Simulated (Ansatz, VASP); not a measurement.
# Cross-check of SiO2 (Stishovite) between VASP and Ansatz, part 2 of 2

Aim: how closely do two programs agree when they are given the same cell, functional and k mesh? The cell is taken from a series of runs on this material, whose earlier steps may have relaxed, scaled, displaced or heated it; both programs get it as it stands.

VASP 6.6.1 and Ansatz 0.2.0.

So far: The structure; VASP: G0W0 gap, LDA.

### Step 3. Ansatz: G0W0 gap, LDA

Level of this step: Ansatz beside VASP: Kohn-Sham DFT, plane waves, LDA (Ansatz).

Ansatz runs on its PAW soft_1 files.

The same cell, functional (in two slightly different forms) and mesh now go to Ansatz, which takes its cutoff from its data sets.

Contents of input.yaml:

```yaml
crystal:
  lattice:
    - [4.1773, 0.0, 0.0]
    - [0.0, 4.1773, 0.0]
    - [0.0, 0.0, 2.6652]
  atoms:
    - { symbol: Si, position: [0.0, 0.0, 0.0] }
    - { symbol: Si, position: [0.5, 0.5, 0.5] }
    - { symbol: O, position: [0.3059, 0.3059, 0.0] }
    - { symbol: O, position: [0.1941, 0.8059, 0.5] }
    - { symbol: O, position: [0.6941, 0.6941, 0.0] }
    - { symbol: O, position: [0.8059, 0.1941, 0.5] }
kpoints:
  mp_grid: { grid: [4, 4, 6] }
hamiltonian:
  xc: lda
  pseudopotentials: { kind: paw, azcp: { folder: soft_1 }, xc_functional: pbe }
scf:
  occupations: { method: fixed }
gw:
  n_empty_bands: 105
  ecut_chi: 100
  qp_bands: [v2, c2]
  qp_kpoints: band_edges
  screening: { model: contour_deformation }
```

Started as:

```console
$ ansatz run input.yaml --threads 2 --pin off --max-ram 73728MiB --backend cuda --events-out ev --progress --plain --runs-dir out --devices 1 --max-vram 13GiB
```

Numbers of over 12 decimals in the logs are rounded to 6 here.

The log of the run:

```text
GPUs: using 1 of 1 available (devices: 1).
Engine: ansatz 0.2.0, x86_64-unknown-linux-gnu
Pseudopotentials: kind: paw
Pseudopotential: Si, paw, valence charge 4, recommended cutoff 420 eV (normal), soft_1/Si.paw.azcp
Pseudopotential: O, paw, valence charge 6, recommended cutoff 420 eV (normal), soft_1/O.paw.azcp
Functional definition: SPW92
  exchange = slater_x
  correlation = pw_c
device memory: the entry about to start is reckoned to put 0.6 GiB on a device that reports 50.5 GiB free (of which the cap on the GPU budget leaves the run 13.0 GiB)
GPU FFT provider: cuFFT
GPU libraries: cuBLAS 13.8.2, cuFFT 12.4.0, cuSOLVER 12.3.4
Crystal: 6 atoms, lattice volume = 46.507 Å³
Basis set: ecut = 420 eV, 913 PW (Γ)
Bands: 22, of which v1, the nominal top of the filled ones, is band 16 counted from 1 (15 counted from 0)
Symmetry: 16 space group operations
Space group: P42/mnm (ITA 136), of the structure as read, at distance tolerance 3.6e-5 Å
k-points: 24 of 96
Non-local potential: Si, projectors of the file, l = 0: 2, l = 1: 2, l = 2: 1
Non-local potential: O, projectors of the file, l = 0: 2, l = 1: 2, l = 2: 1
PAW form: soft (Blöchl's): semilocal exchange-correlation on the pseudo side does not see the compensation charge
PAW frozen core: Si, regenerated for the run's functional, and the local potential with it (the file was generated under x = pbe(κ = 0.804, μ = 0.219515), c = pbe(β = 0.066725))
PAW frozen core: O, regenerated for the run's functional, and the local potential with it (the file was generated under x = pbe(κ = 0.804, μ = 0.219515), c = pbe(β = 0.066725))
PAW one-centre angular grid: Si, 110 points (default); XC on 64 Gauss nodes
PAW one-centre angular grid: O, 110 points (default); XC on 64 Gauss nodes
Initial density: superposition of atomic densities (chi_scale 0.1, normalization cell, long waves kept (reshape's long-wave potential 0.00 eV rms))
Initial wavefunctions: pseudopotential atomic-orbital guess
GPU buffer pool allocated for 16200 grid points (all kernels)
GPU transforms: local potential and band sums: pruned to the plane-wave sphere, on 27×27×18
Functional: x = slater, c = lda
SCF iter   1: F=—  HF=-3447.501197 eV  |F-HF|=—  |Δ(HF+E_count)|=         —  Δρ=1.38e-1  dr2=7.05e0  ethr=3.10e-3  ⟨swp⟩=4.2  Hψ=2376  notcnv=0  defer=95
preconditioner: auto → none  [insulator: Δε(μ)=6.740 eV  Ē_g=19.490 eV  n_scr=10 (ndim 8)  ℏωp=30.8 eV  f_vac=0.000  ε∞_Penn≈3.5]
SCF iter   2: F=—  HF=-3445.622640 eV  |F-HF|=—  |Δ(HF+E_count)|=    1.88e0  Δρ=6.34e-2  dr2=7.04e-1  ethr=3.10e-3  ⟨swp⟩=3.0  Hψ=1276  notcnv=0  defer=86
SCF iter   3: F=—  HF=-3445.442027 eV  |F-HF|=—  |Δ(HF+E_count)|=   1.81e-1  Δρ=2.22e-2  dr2=8.06e-2  ethr=2.20e-3  ⟨swp⟩=2.4  Hψ=1027  notcnv=0  defer=95
SCF iter   4: F=—  HF=-3445.444033 eV  |F-HF|=—  |Δ(HF+E_count)|=   2.01e-3  Δρ=1.49e-3  dr2=4.06e-4  ethr=2.52e-4  ⟨swp⟩=2.0  Hψ=552  notcnv=0  defer=96
SCF iter   5: F=—  HF=-3445.444202 eV  |F-HF|=—  |Δ(HF+E_count)|=   1.69e-4  Δρ=2.41e-4  dr2=9.97e-6  ethr=1.27e-6  ⟨swp⟩=2.0  Hψ=863  notcnv=0  defer=96
SCF iter   6: F=—  HF=-3445.444207 eV  |F-HF|=—  |Δ(HF+E_count)|=   4.18e-6  Δρ=5.92e-5  dr2=7.61e-7  ethr=3.12e-8  ⟨swp⟩=2.0  Hψ=912  notcnv=0  defer=27
SCF iter   7: F=-3445.444206 eV  HF=-3445.444206 eV  |F-HF|=3.47e-8  |Δ(HF+E_count)|=   2.29e-7  Δρ=1.41e-5  dr2=4.68e-8  ethr=3.13e-10  ⟨swp⟩=9.5  Hψ=2282  notcnv=0
SCF 1 converged in 7 iterations: F = -3445.444206 eV  dr2 = 4.68e-8
  greatest PAW one-centre occupation: 0.853 electrons in one spin orbital (limit 2), on the O atom at site 4 (counted from 0), in its partial waves of l = 0
device memory: the entry about to start is reckoned to put 0.6 GiB on a device that reports 50.3 GiB free (of which the cap on the GPU budget leaves the run 13.0 GiB)
NSCF: frozen V_eff on 24 k-points, pencils in batches of 32, up to order 88
the band table was solved once the SCF had ended and its energy, with any forces and stress, was formed, with the checks that follow a solve (2734 applications of the Hamiltonian). They found nothing against the state; the energy, forces and stress were not computed again (output.eigenvalues in the input reference)
device memory: the entry about to start is reckoned to put 1.1 GiB on a device that reports 50.8 GiB free (of which the cap on the GPU budget leaves the run 13.0 GiB)
NSCF: frozen V_eff on 24 k-points
G₀W₀ screening: q 1/24
[... further progress lines ...]
SCF converged after 7 iterations
Free energy (F): -3445.444206 eV
Harris-Foulkes:  -3445.444206 eV  (|F-HF|=3.47e-8)
Internal energy: -3445.444206 eV  (E = F + TS)
E sigma→0 (E₀):  -3445.444206 eV
Fermi energy:    10.265063 eV
--- Per-component energies (eV) ---
  E_band       = 56.645287
  E_kinetic    = 783.339935
  E_local      = -1203.707830  (includes V_loc(G=0)·N_el)
  E_nonlocal   = 260.339700
  E_hartree    = 435.747429
  E_xc         = -399.942316
  E_vxc        = -467.041446  (∫ρ·V_xc dr)
  E_paw        = -1581.590169  (= ΣΔE_a)
  E_vpaw       = -187.790817  (= ΣTr[D̂ρ^β])
  E_aug_tail   = 0.003251  (compensation charges beyond the density's cutoff)
  E_ewald      = -1740.190554
  E_core_change = 0.556347  (= ΣΔE_core)
  E_smearing   = -0.000000  (= −TS)
  E_closure    = 0.000000  (closes the sum)
  Σ components = -3445.444206   (vs F -3445.444206, Δ=0.00e0)
--- Band table (eV; the first three rows and the last of 24) ---
  k-point 0: bands = [... 12 lower, 7.7220, 9.3634, 9.3634, 10.2651, 15.8871, 16.7498, 18.6194, 18.6194, ... 2 higher]
  k-point 1: bands = [... 12 lower, 6.6162, 9.0847, 9.0847, 9.9142, 16.9918, 18.5595, 20.0864, 20.0864, ... 2 higher]
  k-point 2: bands = [... 12 lower, 5.4370, 8.2553, 8.2553, 8.7957, 18.0972, 20.4376, 20.8385, 22.3976, ... 2 higher]
  k-point 23: bands = [... 12 lower, 8.4713, 8.4713, 8.6902, 8.6902, 17.3258, 17.3258, 21.0346, 21.0346, ... 2 higher]
--- G₀W₀: contour deformation, 5 samples at zero and on the imaginary axis and 2 off it, 96 q-points, 105 empty bands' worth ---
  eigenvalues of the whole cell's RPA ε∞ on this k-mesh (on a slab, of 1 + 4πα/V) = 3.3270, 3.3270, 3.4923; static W/v taken at q = 0 is 0.295483
  bands read: the sum over 121 bands ends inside a degenerate multiplet in 15 slots, whose members it reads at an even weight; the widest, k=0: bands 121 to 122 (counted from 1) at 1/2 each
  gw.qp_kpoints: band_edges: 5 of 24 stored k-points solved, in 1 pass; an edge of the gap read off the rows below is read off those points alone
    valence top: of the k-points left out ik 5 came nearest to being solved in a further pass, in band 16 (counted from 1, as in the quasiparticle table): it holds the edge there only if its correction is more favourable than any solved in that band by at least 0.607 eV; those differ by 0.316 eV
    conduction bottom: of the k-points left out ik 12 came nearest to being solved in a further pass, in band 17 (counted from 1, as in the quasiparticle table): it holds the edge there only if its correction is more favourable than any solved in that band by at least 1.070 eV; those differ by 0.275 eV
    ik  band        ε_KS         Σx   Σc(E_QP)       V_xc       Z   E_QP_lin       E_QP  E_QP is
     0    15      9.3634   -27.7190     4.6804   -22.1749  0.8159     8.4954     8.4997  root
     0    16     10.2651   -28.1766     4.9349   -22.3568  0.8137     9.3756     9.3801  root
     0    17     15.8871   -13.9757    -4.3752   -20.1910  0.8468    17.7420    17.7272  root
     0    18     16.7498    -7.7890    -4.5348   -14.1467  0.8615    18.5872    18.5726  root
     1    15      9.0847   -27.5115     4.7228   -21.8761  0.8150     8.1673     8.1721  root
     1    16      9.9142   -27.8487     4.9599   -21.9422  0.8131     8.9623     8.9676  root
     1    17     16.9918   -14.2615    -4.4492   -20.7950  0.8413    19.0968    19.0762  root
     1    18     18.5595    -9.3742    -4.7281   -16.2105  0.8490    20.6906    20.6677  root
     4    15      9.2617   -27.6397     4.7268   -22.0170  0.8151     8.3611     8.3658  root
     4    16      9.7985   -27.6919     4.8870   -21.8605  0.8134     8.8488     8.8541  root
     4    17     16.7359   -13.9741    -4.3875   -20.3355  0.8433    18.7278    18.7098  root
     4    18     17.2820    -8.3209    -4.5935   -14.8087  0.8579    19.1929    19.1764  root
    20    15      7.9465   -26.5409     5.1165   -20.2230  0.8072     6.7349     6.7451  root
    20    16      7.9465   -26.5409     5.1165   -20.2230  0.8072     6.7349     6.7451  root
    20    17     17.5661   -11.0022    -4.7185   -17.7962  0.8479    19.6630    19.6415  root
    20    18     17.5661   -11.0022    -4.7185   -17.7962  0.8479    19.6630    19.6415  root
    23    15      8.6902   -27.3377     5.1023   -21.1295  0.8092     7.5763     7.5843  root
    23    16      8.6902   -27.3377     5.1023   -21.1295  0.8092     7.5763     7.5843  root
    23    17     17.3258   -11.8955    -4.5394   -18.5505  0.8487    19.4623    19.4414  root
    23    18     17.3258   -11.8955    -4.5394   -18.5505  0.8487    19.4623    19.4414  root
```

Reading the cycles: dr2 is the Hartree energy of the density residual (eV), the measure of convergence; HF is the Harris–Foulkes estimate of the energy, which meets the free energy F at convergence.

### Step 4. Differences

Known differences besides the potentials themselves: the two LDA forms differ slightly; fixed occupations in Ansatz, narrow Gaussian smearing in VASP; the cutoff is 420 eV in Ansatz and 440 eV in VASP; VASP's log shows a relativistic correction to its local exchange, Ansatz's none; Ansatz integrates over frequency by contour deformation, VASP on a grid of NOMEGA points; Ansatz's G0W0 levels solve the quasiparticle equation, VASP's are linearised. Total energies have different zeros and are not compared.

Both answers:

| quantity | Ansatz | VASP | difference |
| --- | --- | --- | --- |
| G0W0 gap on the mesh (eV) | 8.35 | 8.26 | +0.09 |
| Kohn-Sham gap under it (eV) | 5.62 | 5.62 | 0.00 |

### Step 5. Results

```yaml
difference_in_g0w0_gap_on_the_mesh_g0w0_gap_lda: 0.088 eV
```

In words: The difference in G0W0 gap on the mesh is 0.088 eV (G0W0 gap, LDA). How closely two codes agree says nothing of how well the functional describes the real material.

[Lines on the potential files, build, host, timing and source positions are cut from VASP's logs without a mark.]

[Logs are printed without paths, hosts, clocks, repeated set-up lines and the standing remarks that a program may print on its own settings, such as how far it seeks lower states.]

[Hosts, paths, dates, database ids (printed as entryN), source tags and the programs' standing remarks are cut or masked in the printed files.]
